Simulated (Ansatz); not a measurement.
**simple cubic against fcc along groups 8 to 10**

Method: Ansatz, DFT, revPBE, plane waves (420 eV) with PAW, scalar-relativistic. The PAW files were generated under PBE, with cores re-solved for the functional.

Each structure is relaxed within its symmetry, in the lowest magnetic state of the tried starts. Differences under about 8 meV lie within the error of the k-point mesh.

| element | E(simple cubic) − E(fcc) (meV/atom) | V(simple cubic) (Å³/atom) | V(fcc) (Å³/atom) | state of simple cubic | state of fcc |
| --- | --- | --- | --- | --- | --- |
| Ru | 1002 | 16.05 | 14.00 | spin not included | spin not included |
| Os | 1387 | 16.88 | 14.46 | spin not included | spin not included |
| Rh | ? | ? | ? | ? | ? |
| Ir | 983 | 17.20 | 14.63 | spin not included | non-magnetic |
| Ni | 694 | 12.93 | 11.12 | ferromagnetic | ferromagnetic |
| Pd | 482 | 18.32 | 15.69 | spin not included | spin not included |
| Pt | 439 | 18.35 | 15.85 | spin not included | spin not included |

Q: Fill in the row of Rh.

A: E(simple cubic) − E(fcc) (meV/atom): 769; V(simple cubic) (Å³/atom): 16.60; V(fcc) (Å³/atom): 14.24; state of simple cubic: spin not included; state of fcc: non-magnetic.
